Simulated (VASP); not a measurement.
Here is a VASP 6.6.1 calculation.

INCAR

```
SYSTEM = BaTiO3
  PREC = Accurate
  ENCUT = 600
  EDIFF = 1E-7
  ISMEAR = 0
  SIGMA = 0.03
  LREAL = .FALSE.
  LASPH = .TRUE.
  NELM = 80
  ALGO = Normal
  ISIF = 3
  LWAVE = .FALSE.
  LCHARG = .FALSE.
  METAGGA = R2SCAN
  LMIXTAU = .TRUE.
  IBRION = 2
  NSW = 90
  EDIFFG = -0.005
  KPAR = 2
```

Contents of KPOINTS:

```
regular mesh
0
G
  8 8 8
  0 0 0
```

Contents of POSCAR:

```
BaTiO3                                  
1.0
    3.9872653553      0.0000000000      0.0000000000
    0.0000000000      3.9872653553      0.0000000000
    0.0000000000      0.0000000000      4.1149707463
  Ba              Ti              O             
     1     1     3
Direct
     0.0000000000000000    0.0000000000000000    0.9971689026408103
     0.5000000000000000    0.5000000000000000    0.4792036959588432
     0.5000000000000000    0.5000000000000000    0.0331038404906195
     0.5000000000000000    0.0000000000000000    0.5167617804548665
     0.0000000000000000    0.5000000000000000    0.5167617804548665
```

Potentials or basis: VASP PAW PBE potentials, release 64 (Ba_sv, Ti_sv, O).

Run with:

```bash
$ cat potpaw_PBE.64/Ba_sv/POTCAR potpaw_PBE.64/Ti_sv/POTCAR potpaw_PBE.64/O/POTCAR > POTCAR
$ mpirun -np 2 vasp_std > vasp.out
```

Predict the band gap on the k mesh.

2.18 eV, indirect (least direct gap 2.66 eV).

Forces on the atoms (eV/Å):
```
Ba   0.000  0.000  0.001
Ti   0.000  0.000  0.004
O    0.000  0.000  0.003
O    0.000  0.000 -0.004
O    0.000  0.000 -0.004
```

Caveat: the relaxation stopped at its first step, so nothing moved; the PAW data sets were made with another functional, which shifts forces and pressure a little; spin-orbit coupling is left out, which moves the levels of the heavy elements. r2SCAN opens gaps a little over a GGA but as a rule still falls short of measured ones.
